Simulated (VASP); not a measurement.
Runs of VASP 6.6.1 on Ta. The structure is hexagonal, space group P6_3/mmc (No. 194). Conventional cell: a = 2.904 Å, b = 2.904 Å, c = 5.131 Å, α = 90.00°, β = 90.00°, γ = 120.00°. Ta (site symmetry -6m2) is surrounded by 12 Ta at 2.90 to 3.06 Å. This isn't the form of Ta at room conditions, which is bcc.

| cell | smearing | gap on the mesh (eV) | pressure (GPa) |
| --- | --- | --- | --- |
| equal xy, yz and zx shear strains of +3 % | fermi-dirac 0.03 eV | none | 0.3 |
| z stretched by -1 % at fixed volume | fermi-dirac 0.03 eV | none | 0.0 |
| as given | tetrahedron | none | (a) |
| as given | fermi-dirac 0.15 eV | none | 0.6 |

Alike in all rows: task single point; level PBE; potentials or basis VASP PAW PBE potentials, release 64 (Ta_pv); no spin polarisation; k mesh 13 × 13 × 7; cutoff (eV) 520.

**Question.** Fill in the values left out.

**Answer.** (a) 0.1.

Caveats: tetrahedron occupations give inexact forces and stress in metals (some runs).

A k mesh can miss the band edges, and the runs leave out spin-orbit coupling on Ta.

A gap of «none» marks a metal or a gap under the smearing width.
